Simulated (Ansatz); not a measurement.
## Zr and the effect of the functional

The cell as given:

Symmetry: P6_3/mmc, No. 194, hexagonal system. The conventional cell has a = 3.232 Å, b = 3.232 Å, c = 5.147 Å, α = 90.00°, β = 90.00°, γ = 120.00°. Zr (site symmetry -6m2) has 12 Zr at 3.18 to 3.23 Å as nearest neighbours.

Kept alike: task relaxation of cell and atoms; k mesh 9 × 9 × 5; occupations fermi-dirac, width 0.05 eV; no spin polarisation. Program: Ansatz, Ansatz PAW. Cutoffs run from 420 to 500 eV. The mesh is that of the run's cell of 2 atoms. No spin-orbit coupling.

| run | volume (Å³/atom) | first edge of the run's cell (Å) | third edge of the run's cell (Å) |
| --- | --- | --- | --- |
| A | 22.466 | 3.182 | 5.125 |
| B | 23.491 | 3.241 | 5.166 |
| C | 24.165 | 3.263 | 5.240 |
| D | 23.793 | 3.249 | 5.206 |
| E | 21.795 | 3.145 | 5.089 |
| F | 23.388 | 3.228 | 5.183 |
| G | 23.952 | 3.256 | 5.216 |

The relaxations keep at least the cell's symmetry (P6_3/mmc). For a metal such a mesh leaves the last digits unconverged. Relaxations stop with a little pressure left, so the last digits of a volume or edge aren't settled. All rows use potentials made for PBE.

Task: The runs differ in the functional (and the cutoff that goes with it) alone: BLYP; LDA; PBE; PBEsol; RPBE; r2SCAN; revPBE. Which run is which?

Result: Run A is PBEsol; run B is r2SCAN; run C is BLYP; run D is revPBE; run E is LDA; run F is PBE; run G is RPBE. The volume runs from 21.795 (LDA) to 24.165 Å³/atom (BLYP). From PBE: BLYP +0.777; LDA -1.593; PBEsol -0.922; RPBE +0.564; r2SCAN +0.103; revPBE +0.405. The first edge of the run's cell runs from 3.145 (LDA) to 3.263 Å (BLYP). From PBE: BLYP +0.035; LDA -0.083; PBEsol -0.046; RPBE +0.028; r2SCAN +0.013; revPBE +0.021. The third edge of the run's cell runs from 5.089 (LDA) to 5.240 Å (BLYP). From PBE: BLYP +0.057; LDA -0.094; PBEsol -0.058; RPBE +0.033; r2SCAN -0.017; revPBE +0.023.

The volume follows how strongly each functional rewards density inhomogeneity. LDA gives the smallest cell, in line with its usual overbinding. Gradient-enhanced exchange favours the more uneven density of separated atoms, which weakens the bonding and expands the metal. PBEsol, with its weaker gradient dependence, recovers only part of that expansion, while revPBE and RPBE enhance exchange more strongly at large gradients and go beyond PBE. BLYP lies at the far end, probably in part because its correlation does not reproduce the uniform electron gas, a poor starting point for delocalised metallic electrons.

Relative to PBE, both edges shift in the same direction for every functional except r2SCAN, which lengthens the first edge by 0.013 Å and shortens the third by 0.017 Å. Its volume close to PBE's therefore conceals a slightly different cell shape, though shifts this small do not establish a distinct description of directional d bonding. The order of the volumes does not by itself rank the functionals for elastic constants or for the balance between the hcp and bcc phases.
